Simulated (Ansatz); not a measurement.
**An elastic constant from a strain scan in ZnS**

Theory: Ansatz, DFT PBEsol, scalar-relativistic, plane waves, PAW. Settings: plane waves to 420 eV, k-mesh 12×12×4 (Γ-centred), Gaussian smearing 0.05 eV. No spin polarisation. Energies are free energies at this smearing, counted from the undisturbed cell; pressure is positive in compression.

Reference structure (relaxed at this level):

```yaml
crystal:
  lattice:
    - [3.78468, 0.00000, 0.00000]
    - [-1.89234, 3.27763, 0.00000]
    - [0.00000, 0.00000, 12.39269]
  atoms:
    - { symbol: Zn, position: [0.00000, 0.00000, 0.00014] }
    - { symbol: Zn, position: [0.00000, 0.00000, 0.50014] }
    - { symbol: Zn, position: [0.33333, 0.66667, 0.25007] }
    - { symbol: Zn, position: [0.66667, 0.33333, 0.75007] }
    - { symbol: S, position: [0.00000, 0.00000, 0.18722] }
    - { symbol: S, position: [0.00000, 0.00000, 0.68722] }
    - { symbol: S, position: [0.33333, 0.66667, 0.43757] }
    - { symbol: S, position: [0.66667, 0.33333, 0.93757] }
```

The cell is strained by ε times the Voigt pattern (1, 0, 0, 0, 0, 0) (xx, yy, zz, yz, xz, xy; engineering shear) with fractional coordinates fixed. The cell holds 8 atoms in V0 = 153.73 Å³. The stress column is τ = (1/V0) dE/dε, got from the stress tensor σ (compression positive) at each point as −det(1 + εP) σ : P(1 + εP)⁻¹, with P the pattern as a tensor.

| ε | ΔE (meV/atom) | τ (GPa) |
| --- | --- | --- |
| -0.0400 | 17.096 | -7.515 |
| -0.0300 | 9.358 | -5.414 |
| -0.0200 | 4.047 | -3.466 |
| 0.0000 | 0.000 | 0.001 |
| 0.0100 | 0.935 | 1.536 |
| 0.0300 | 7.966 | 4.250 |
| 0.0400 | ? | ? |

Question: Which combination of elastic constants does this scan measure, and how large is it?

Answer: For small ε, τ = τ0 + Kε with K = pᵀCp, which for this pattern is C11 in the Cartesian frame shown. The parabola through τ at ε = -0.0200, 0 and 0.0100 has slope K = 160 GPa at zero. The energies per cell, E = NΔE, of the same two points give K = 2[E(ε₊)/ε₊ − E(ε₋)/ε₋]/[(ε₊ − ε₋)V0] = 164 GPa, in agreement. These are clamped-ion values.

Question: Predict the withheld row at ε = 0.0400 from the harmonic law, and compare.

Answer: ΔE = V0(τ0 ε + Kε²/2)/N = 15.371 meV/atom and τ = 6.41 GPa. The calculation gives 13.788 meV/atom and 5.44 GPa: the energy lies 10 % below the harmonic value, as bonds soften when stretched.

Forces appear on the atoms along this scan, and letting them relax would lower the energy and soften the response.

Cost: 7 runs of about 17 core-minutes in all, on Intel Xeon Processor @ 2.50GHz (Skylake/Cascade Lake) (shared hosts).